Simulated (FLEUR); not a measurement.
C: single point with PBE

C:

```xyz
2
Lattice="0.0000 1.7834 1.7834 1.7834 0.0000 1.7834 1.7834 1.7834 0.0000" Properties=species:S:1:pos:R:3 pbc="T T T"
C     2.6879    2.6785    2.6766
C     1.7695    1.7528    1.7618
```

This isn't the form of C at room conditions, which is graphite.

The cell isn't the ideal one: atoms moved at random, drawn with an rms of 0.05 Å.

* Program: FLEUR MaX-R8.1 (later development tree)
* Task: single point
* Functional: PBE
* Potentials or basis: all-electron
* Basis: FLAPW
* Kmax: 5.5 1/bohr
* k mesh: 13 × 13 × 13
* Occupations: fermi-dirac, width 0.05 eV
* Spin: no spin polarisation

```yaml
Largest_force: 1.664 eV/Å
Band_gap_on_the_k_mesh: 3.24 eV, indirect (least direct gap 3.99 eV)
Valence_electrons_inside_the_program's_atomic_spheres: C 1.96 (radii C 1.31 bohr)
```

Forces in eV/Å, atoms in the order of the input:
```
C   -0.899 -1.184 -0.748
C    0.899  1.184  0.748
```

Levels at points of the mesh, in eV from the valence-band top:
| k point | band 1 | band 2 | band 3 | band 4 | band 5 | band 6 | band 7 |
| --- | --- | --- | --- | --- | --- | --- | --- |
| (0.00, 0.00, 0.00) | -22.35 | -1.39 | -1.19 | 0.00 | 3.99 | 5.00 | 5.19 |

Core levels (eV from the Fermi level):
```tsv
atom	levels
1 C	1s1/2 -266.7
2 C	1s1/2 -266.7
```

It took 6.3 min on 1 thread of Arm Neoverse V1, on a shared host, peak memory 0.08 GiB.

Caveat: an odd mesh through Γ misses points on the zone boundary, where band edges often lie.
